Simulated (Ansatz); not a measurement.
# AlCo: equation of state with PBE

Crystal: AlCo.

```
CELL_PARAMETERS angstrom
2.81940 0.00000 0.00000
0.00000 2.81940 0.00000
0.00000 0.00000 2.81940
ATOMIC_POSITIONS crystal
Co 0.50000 0.50000 0.50000
Al 0.00000 0.00000 0.00000
```

The cell is a database's computed one.

```json
{
 "Program": "Ansatz 0.2.0",
 "Task": "equation of state",
 "Functional": "PBE",
 "Potentials or basis": "all-electron LAPW, scalar-relativistic",
 "Basis error allowed": "0.0005 eV/atom",
 "k mesh": "9 × 9 × 9",
 "Occupations": "fermi-dirac, width 0.05 eV",
 "Spin": "collinear spin, ferromagnetic start",
 "Starting moments": "[2.0, 0.0] μB"
}
```

The equilibrium volume is 11.59 Å³/atom, the bulk modulus is 179 GPa and the pressure derivative of the bulk modulus is 4.2.

Energy against volume, from the lowest point:
```csv
volume (Å³/atom),energy (meV/atom)
10.533,64.02
10.758,38.33
10.982,19.74
11.206,7.56
11.430,1.17
11.654,0.00
11.878,3.55
```

All runs of the series together: 110 s on 2 threads of AMD EPYC 7R43 64-Core Processor (Zen 3), with other jobs on the host.

Caveat: the starting moments weren't kept.
